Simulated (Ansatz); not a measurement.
# NbAs (I4_1md) in Ansatz: notebook

The runs below take NbAs through projected density of states, with PBEsol+U.

All numbers are computed with Ansatz 0.2.0; they aren't measurements. Logs are shortened: lines on timing, memory, paths and dates and some standing lists are left out, and cuts for length are marked.

## 1. The crystal as given

The structure is tetragonal, space group I4_1md (No. 109). Conventional cell: a = 3.452 Å, b = 3.452 Å, c = 11.680 Å, α = 90.00°, β = 90.00°, γ = 90.00°. Around Nb (site symmetry 2mm) lie 6 As at 2.60 to 2.63 Å. Around As (site symmetry 2mm) lie 6 Nb at 2.60 to 2.63 Å.

## 2. Projected density of states, PBEsol+U

The input, input.yaml:

```yaml
crystal:
  lattice:
    - [-1.72585, 1.72585, 5.84]
    - [1.72585, -1.72585, 5.84]
    - [1.72585, 1.72585, -5.84]
  atoms:
    - { symbol: Nb, position: [0.5, 0.0, 0.5] }
    - { symbol: Nb, position: [0.75, 0.75, 0.0] }
    - { symbol: As, position: [0.916, 0.416, 0.5] }
    - { symbol: As, position: [0.166, 0.166, 0.0] }
hamiltonian:
  xc: pbesol
  pseudopotentials: { kind: paw }
  hubbard: { sites: [{ species: Nb, l: d, u_eff: 5.0 }] }
kpoints:
  mp_grid: { grid: [11, 11, 11] }
scf:
  occupations: { method: fermi_dirac, width: 0.05 }
  n_extra_bands: 10
output:
  forces: true
  stress: true
  eigenvalues: true
  dos: { projected: true, de: 0.05, nscf_kmesh: { grid: [17, 17, 17] } }
  write_density: true
  write_potential: true
  elf: true
  volumetric_format: npy
```

Potentials or basis: Ansatz PAW.

Launch:

```bash
$ ansatz run input.yaml --threads 2 --pin off --max-ram 5632MiB --backend cpu --events-out ev --progress --plain --runs-dir out
```

Output:

```text
Warning: RAYON_NUM_THREADS=2 ignored (pool sized by the plan → 2); use --threads N
basis.fft_grid_basis auto: the FFT boxes are laid along the combinations [[1, -1, 0], [0, 1, 0], [1, 0, 1]] of the cell's own vectors, 4.881, 6.330 and 3.452 Å long. The dense box has 36×45×24 points. Along the cell's own vectors, as sized, it would have 45×45×45, 2.34 times as many. Of the 8 symmetry operations that the crystal satisfies within crystal.symmetry.tolerance (time reversal apart; of a slab, those that keep its plane) the dense box along the cell's own vectors carries 8, and the one as laid loses 7 of those. basis.fft_grid_basis: typed keeps the cell's own vectors: state it where this run's energies or levels are differenced outside the engine with another run's, or held beside a run that keeps those vectors. Those combinations have planes normal to reciprocal vector 3, as the cell's own vectors have. Each planar average written beside output.write_density, output.write_potential has a row for each plane of the box: 24. The volumetric files lie along those combinations, not along the cell's own vectors: a cube or XSF file states them, and fields.json those of NumPy files.
Nb: projections on atomic orbitals take those of the free atom [Ar 3d10] 4s2 4p6 4d4 5s1, of charge +0.00 (hamiltonian.pseudopotentials.projection_atoms); the dataset's partial waves leave at most 4.9e-6 of an orbital's norm unspanned inside its sphere
As: projections on atomic orbitals take those of the free atom [Ar] 3d10 4s2 4p3, of charge +0.00 (hamiltonian.pseudopotentials.projection_atoms); the dataset's partial waves leave at most 1.7e-6 of an orbital's norm unspanned inside its sphere
scf.n_extra_bands = 10 over 28 filled bands (N_el = 56.0): the run solves 38 bands
Engine: ansatz 0.2.0, x86_64-unknown-linux-gnu
Pseudopotentials: kind: paw
Pseudopotential: Nb, paw, valence charge 13, recommended cutoff 420 eV (normal), Nb.paw.azcp
Pseudopotential: As, paw, valence charge 15, recommended cutoff 420 eV (normal), As.paw.azcp
Functional definition: PBEsol
  exchange = pbesol_x
  correlation = pbesol_c
Crystal: 4 atoms, lattice volume = 69.579 Å³
Basis set: ecut = 420 eV, 1371 PW (Γ), FFT grids on a1−a2, a2, a1+a3, exchange–correlation on 72×90×48 points (8 copies of the dense FFT grid, shifted against one another)
Bands: 38, of which v1, the nominal top of the filled ones, is band 28 counted from 1 (27 counted from 0)
Symmetry: 8 space group operations
Space group: I41md (ITA 109), of the structure as read, at distance tolerance 4.1e-5 Å
k-points: 126 of 1331 (time reversal used)
Non-local potential: Nb, projectors of the file, l = 0: 3, l = 1: 2, l = 2: 2, l = 3: 1
Non-local potential: As, projectors of the file, l = 0: 2, l = 1: 2, l = 2: 3, l = 3: 1
PAW form: soft (Blöchl's): semilocal exchange-correlation on the pseudo side does not see the compensation charge
PAW frozen core: Nb, regenerated for the run's functional, and the local potential with it (the file was generated under x = pbe(κ = 0.804, μ = 0.2195149727645171), c = pbe(β = 0.06672455060314922))
PAW frozen core: As, regenerated for the run's functional, and the local potential with it (the file was generated under x = pbe(κ = 0.804, μ = 0.2195149727645171), c = pbe(β = 0.06672455060314922))
PAW one-centre angular grid: Nb, 590 points (default); XC on 64 Gauss nodes
PAW one-centre angular grid: As, 590 points (default); XC on 64 Gauss nodes
Initial density: superposition of atomic densities (chi_scale 0.1, normalization cell, long waves of neutral atoms under a Hubbard term (reshape's long-wave potential 0.00 eV rms, cloud 2.83 Å wide))
Initial wavefunctions: pseudopotential atomic-orbital guess
Functional: x = pbesol(κ = 0.804, μ = 0.12345679012345678), c = pbesol(β = 0.046)
SCF iter   1: F=—  HF=-18608.467325 eV  |F-HF|=—  |Δ(HF+E_count)|=         —  Δρ=5.94e-2  dr2=2.90e0  ethr=3.10e-3  ⟨swp⟩=5.9  Hψ=18534  notcnv=0  defer=9
preconditioner: auto → Kerker (q_TF=auto, 2.631 Å⁻¹)  [metal: Δε(μ)=0.025 eV  Ē_g=8.808 eV  σ=0.050 eV  W_gap=0.12  n_scr=24 (ndim 8)  ℏωp=19.9 eV  f_vac=0.000  D(μ)=0.53/eV (n_scr^D=2)]
[... 18 lines left out ...]
E sigma→0 (E₀):  -18607.673339 eV
Entropy (-TS):   -0.004704 eV (-1.176 meV/atom)
Fermi energy:    16.407027 eV
--- Per-component energies (eV) ---
  E_band       = -486.762011
  E_kinetic    = 998.283494
  E_local      = -4339.648924  (includes V_loc(G=0)·N_el)
  E_nonlocal   = -1094.002041
  E_hartree    = 2144.746327
  E_xc         = -508.936192
  E_vxc        = -587.062534  (∫ρ·V_xc dr)
  E_hubbard    = 12.187705  (on-site DFT+U / exact-exchange correction)
  E_vhub       = 2.632211  (the Hubbard potential's part of the band-sum identity)
  E_paw        = -9622.359738  (= ΣΔE_a)
  E_vpaw       = 243.544681  (= ΣTr[D̂ρ^β])
  E_aug_tail   = 0.000024  (compensation charges beyond the density's cutoff)
  E_ewald      = -6200.251917
  E_core_change = 2.310275  (= ΣΔE_core)
  E_smearing   = -0.004704  (= −TS)
  E_closure    = 0.000000  (closes the sum)
  Σ components = -18607.675691   (vs F -18607.675691, Δ=0.00e0)
--- Forces (eV/Å), atoms counted from 1 ---
  atom   1  Nb     0.00000000    -0.00000000    -0.23673740
  atom   2  Nb    -0.00000000     0.00000000    -0.23673740
  atom   3  As     0.00000000     0.00000000     0.23671471
  atom   4  As    -0.00000000    -0.00000000     0.23671471
  max |Σ_I F_I| component: 4.54e-5 eV/Å
--- Stress (GPa, compression-positive) ---
       -0.897565       0.000000      -0.000000
        0.000000      -0.897565      -0.000000
       -0.000000      -0.000000       1.027151
  P = ⅓ Tr σ = -0.2560 GPa (-2.560 kbar)
--- Band table (eV; the first three rows and the last of 126) ---
  k-point 0: bands = ["-39.0530", "-39.0256", "-19.1211", "-19.1211", "-19.1039", "-19.0998", "-19.0993", "-19.0981", "-19.0926", "-19.0911", "-19.0911", "-19.0893", "-15.2393", "-15.1937", "-15.1937", "-15.0454", "-15.0454", "-14.9252", "3.0036", "5.2915", "9.9737", "13.4429", "14.1584", "14.1584", "14.3606", "14.5126", "14.9670", "14.9670", "17.1959", "17.7615", "18.4436", "19.3579", "19.3579", "19.9275", "20.3181", "20.3181", "21.3188", "22.0664"]
  k-point 1: bands = ["-39.0504", "-39.0242", "-19.1219", "-19.1205", "-19.1031", "-19.1009", "-19.1000", "-19.0993", "-19.0922", "-19.0911", "-19.0896", "-19.0885", "-15.2344", "-15.2091", "-15.2019", "-15.0604", "-15.0561", "-14.9259", "3.2072", "5.3690", "10.1198", "13.0743", "13.9217", "14.0132", "14.0658", "14.4031", "15.0854", "15.1818", "16.9048", "17.3978", "18.4891", "18.9880", "19.5804", "19.8415", "20.1288", "20.7930", "22.1999", "23.3277"]
  k-point 2: bands = ["-39.0434", "-39.0205", "-19.1241", "-19.1186", "-19.1054", "-19.1036", "-19.1009", "-19.0985", "-19.0908", "-19.0904", "-19.0872", "-19.0866", "-15.2580", "-15.2491", "-15.1865", "-15.0984", "-15.0836", "-14.9296", "3.7626", "5.5338", "10.5784", "12.2347", "12.9347", "13.3738", "13.6039", "14.7162", "15.4568", "15.4590", "16.6888", "16.7837", "18.3554", "18.7786", "19.9692", "20.0335", "20.0603", "21.5692", "23.8902", "24.4877"]
  k-point 125: bands = ["-39.0380", "-39.0375", "-19.1231", "-19.1229", "-19.1004", "-19.1004", "-19.0998", "-19.0993", "-19.0918", "-19.0915", "-19.0890", "-19.0887", "-15.2219", "-15.1998", "-15.0875", "-15.0803", "-15.0463", "-15.0349", "4.0153", "4.0294", "12.0952", "12.2046", "13.3188", "13.6801", "13.7825", "14.2007", "15.3372", "15.8314", "17.2210", "17.9385", "18.1649", "18.4263", "19.2502", "19.3305", "20.6206", "21.3962", "22.7769", "23.4141"]
Occupation matrices written to <dir>
```

Run time: 79 s. Hardware: 2 threads of Intel Xeon Platinum 8259CL at 2.50GHz (Skylake/Cascade Lake), shared host; peak memory 1.3 GiB.

Results:

```yaml
Free_energy: -18607.6757 eV
Pressure: -0.3 GPa
Largest_force: 0.237 eV/Å
Band_gap_on_the_k_mesh: none (metal or under the smearing width)
Density_of_states_at_the_Fermi_level: 0.05 states/eV per cell
```

Forces in eV/Å, atoms in the order of the input:
```
Nb   0.000  0.000 -0.237
Nb   0.000  0.000 -0.237
As   0.000  0.000  0.237
As   0.000  0.000  0.237
```

Levels at points of the mesh, in eV from the Fermi level:
| k point | band 25 | band 26 | band 27 | band 28 | band 29 | band 30 | band 31 | band 32 |
| --- | --- | --- | --- | --- | --- | --- | --- | --- |
| (0.00, 0.00, 0.00) | -2.05 | -1.89 | -1.44 | -1.44 | 0.79 | 1.35 | 2.04 | 2.95 |

States per cell in windows of 0.5 eV (zero at the Fermi level; states under -8 eV left out):
```
from (eV)  total  Nb 4d  As 4p  Nb 5s  As 4s  Nb 4p  Nb 4s
     -8.0   0.00   0.00   0.00   0.00   0.00   0.00   0.00
     -7.5   0.00   0.00   0.00   0.00   0.00   0.00   0.00
     -7.0   0.00   0.00   0.00   0.00   0.00   0.00   0.00
     -6.5   0.53   0.12   0.30   0.07   0.02   0.01   0.02
     -6.0   0.96   0.28   0.54   0.09   0.02   0.01   0.02
     -5.5   1.58   0.54   0.88   0.09   0.03   0.02   0.02
     -5.0   0.76   0.25   0.44   0.03   0.03   0.01   0.01
     -4.5   1.15   0.39   0.65   0.04   0.03   0.02   0.01
     -4.0   1.45   0.56   0.79   0.04   0.03   0.02   0.00
     -3.5   1.41   0.62   0.73   0.03   0.01   0.01   0.00
     -3.0   2.14   0.96   1.10   0.03   0.01   0.02   0.00
     -2.5   1.68   0.94   0.68   0.02   0.01   0.01   0.00
     -2.0   0.85   0.62   0.18   0.02   0.01   0.00   0.00
     -1.5   1.61   1.29   0.21   0.06   0.01   0.01   0.00
     -1.0   1.66   1.33   0.23   0.03   0.01   0.01   0.00
     -0.5   0.21   0.17   0.03   0.00   0.00   0.00   0.00
      0.0   0.85   0.76   0.06   0.01   0.01   0.00   0.00
      0.5   1.10   0.96   0.09   0.01   0.01   0.00   0.00
      1.0   1.55   1.33   0.13   0.02   0.03   0.00   0.00
      1.5   1.78   1.45   0.20   0.03   0.06   0.00   0.00
      2.0   2.14   1.58   0.32   0.06   0.11   0.00   0.00
      2.5   1.79   1.18   0.37   0.04   0.13   0.00   0.00
      3.0   1.78   1.02   0.40   0.06   0.21   0.00   0.00
      3.5   1.34   0.69   0.39   0.07   0.11   0.00   0.00
      4.0   1.30   0.60   0.52   0.05   0.04   0.00   0.00
      4.5   0.87   0.34   0.32   0.11   0.02   0.00   0.00
      5.0   0.87   0.30   0.32   0.12   0.01   0.00   0.01
      5.5   0.83   0.25   0.29   0.12   0.02   0.00   0.01
      6.0   0.86   0.13   0.19   0.22   0.04   0.00   0.01
      6.5   1.07   0.09   0.18   0.31   0.04   0.00   0.02
      7.0   0.86   0.05   0.11   0.19   0.02   0.00   0.01
      7.5   0.79   0.03   0.07   0.13   0.01   0.00   0.01
```

Eigenvalues of the final occupation matrices:
```csv
site,spin,trace,eigenvalues
site 1,1,2.17,0.39 0.41 0.42 0.42 0.52
site 2,1,2.17,0.39 0.41 0.42 0.42 0.52
```

Caveat: U without spin polarisation on a metal has little footing; the PAW data sets come from PBE, with cores solved anew for the run's functional, which leaves a small shift of forces and pressure; the U is typed as a test and isn't derived for this compound.

## 3. Projected density of states, PBEsol+U

Changes to input.yaml since step 2:

```diff
@@ -13,3 +13,3 @@
   pseudopotentials: { kind: paw }
-  hubbard: { sites: [{ species: Nb, l: d, u_eff: 5.0 }] }
+  hubbard: { sites: [{ species: Nb, l: d, u_eff: 6.0 }] }
 kpoints:
```

Potentials or basis: Ansatz PAW.

Launch:

```bash
$ ansatz run input.yaml --threads 2 --pin off --max-ram 5632MiB --backend cpu --events-out ev --progress --plain --runs-dir out
```

It took 78 s on 2 threads of Intel Xeon Platinum 8259CL at 2.50GHz (Skylake/Cascade Lake), shared host; peak memory 1.3 GiB.

It converged, with:

* Free energy: -18605.2750 eV
* Pressure: 2.3 GPa
* Largest force: 0.057 eV/Å
* Band gap on the k mesh: none (metal or under the smearing width)
* Density of states at the Fermi level: 0.01 states/eV per cell

Forces in eV/Å, atoms in the order of the input:
```
Nb   0.000  0.000 -0.057
Nb   0.000  0.000 -0.057
As   0.000  0.000  0.057
As   0.000  0.000  0.057
```

Stress tensor (GPa, compression positive):
```
1.11 0.00 0.00
0.00 1.11 0.00
0.00 0.00 4.66
```

Levels at points of the mesh, in eV from the Fermi level:
```tsv
k point	band 26	band 27	band 28	band 29	band 30	band 31
(0.00, 0.00, 0.00)	-2.10	-1.33	-1.33	0.66	1.22	1.43
```

States per cell in windows of 0.5 eV (zero at the Fermi level; states under -8 eV left out):
| from (eV) | total | Nb 4d | As 4p | Nb 5s | As 4s | Nb 4p | Nb 4s |
| --- | --- | --- | --- | --- | --- | --- | --- |
| -8.0 | 0.00 | 0.00 | 0.00 | 0.00 | 0.00 | 0.00 | 0.00 |
| -7.5 | 0.00 | 0.00 | 0.00 | 0.00 | 0.00 | 0.00 | 0.00 |
| -7.0 | 0.01 | 0.00 | 0.01 | 0.00 | 0.00 | 0.00 | 0.00 |
| -6.5 | 0.59 | 0.14 | 0.33 | 0.07 | 0.02 | 0.01 | 0.02 |
| -6.0 | 0.99 | 0.29 | 0.55 | 0.09 | 0.02 | 0.01 | 0.02 |
| -5.5 | 1.53 | 0.53 | 0.85 | 0.08 | 0.03 | 0.02 | 0.01 |
| -5.0 | 0.79 | 0.26 | 0.45 | 0.03 | 0.02 | 0.01 | 0.01 |
| -4.5 | 1.24 | 0.46 | 0.68 | 0.04 | 0.03 | 0.02 | 0.01 |
| -4.0 | 1.46 | 0.60 | 0.76 | 0.04 | 0.03 | 0.02 | 0.00 |
| -3.5 | 1.22 | 0.53 | 0.63 | 0.03 | 0.01 | 0.01 | 0.00 |
| -3.0 | 2.12 | 0.92 | 1.11 | 0.03 | 0.01 | 0.02 | 0.00 |
| -2.5 | 1.84 | 1.07 | 0.71 | 0.02 | 0.01 | 0.01 | 0.00 |
| -2.0 | 0.89 | 0.64 | 0.20 | 0.02 | 0.01 | 0.00 | 0.00 |
| -1.5 | 1.69 | 1.30 | 0.28 | 0.04 | 0.01 | 0.01 | 0.00 |
| -1.0 | 1.45 | 1.11 | 0.25 | 0.03 | 0.01 | 0.01 | 0.00 |
| -0.5 | 0.17 | 0.14 | 0.03 | 0.00 | 0.00 | 0.00 | 0.00 |
| 0.0 | 0.53 | 0.48 | 0.03 | 0.00 | 0.00 | 0.00 | 0.00 |
| 0.5 | 1.17 | 1.02 | 0.09 | 0.02 | 0.01 | 0.00 | 0.00 |
| 1.0 | 1.59 | 1.35 | 0.14 | 0.02 | 0.03 | 0.00 | 0.00 |
| 1.5 | 1.95 | 1.60 | 0.21 | 0.03 | 0.06 | 0.00 | 0.00 |
| 2.0 | 2.14 | 1.57 | 0.33 | 0.07 | 0.09 | 0.00 | 0.00 |
| 2.5 | 1.75 | 1.16 | 0.35 | 0.04 | 0.12 | 0.00 | 0.00 |
| 3.0 | 1.72 | 1.01 | 0.36 | 0.06 | 0.20 | 0.00 | 0.00 |
| 3.5 | 1.38 | 0.74 | 0.37 | 0.07 | 0.12 | 0.00 | 0.00 |
| 4.0 | 1.32 | 0.63 | 0.50 | 0.05 | 0.05 | 0.00 | 0.00 |
| 4.5 | 0.91 | 0.37 | 0.32 | 0.12 | 0.02 | 0.00 | 0.00 |
| 5.0 | 0.89 | 0.31 | 0.32 | 0.12 | 0.02 | 0.00 | 0.01 |
| 5.5 | 0.87 | 0.27 | 0.30 | 0.12 | 0.02 | 0.00 | 0.01 |
| 6.0 | 0.93 | 0.14 | 0.21 | 0.23 | 0.04 | 0.00 | 0.01 |
| 6.5 | 1.05 | 0.10 | 0.18 | 0.29 | 0.03 | 0.00 | 0.01 |
| 7.0 | 0.88 | 0.06 | 0.11 | 0.18 | 0.02 | 0.00 | 0.01 |
| 7.5 | 0.75 | 0.03 | 0.07 | 0.12 | 0.01 | 0.00 | 0.01 |

Eigenvalues of the final occupation matrices:
```
  site  spin  trace               eigenvalues
site 1     1   2.16  0.32 0.39 0.40 0.41 0.65
site 2     1   2.16  0.32 0.39 0.40 0.41 0.65
```

Caveat: U without spin polarisation on a metal has little footing; the PAW data sets come from PBE, with cores solved anew for the run's functional, which leaves a small shift of forces and pressure; the U is typed as a test and isn't derived for this compound.

(Continued in part 2 of 2.)
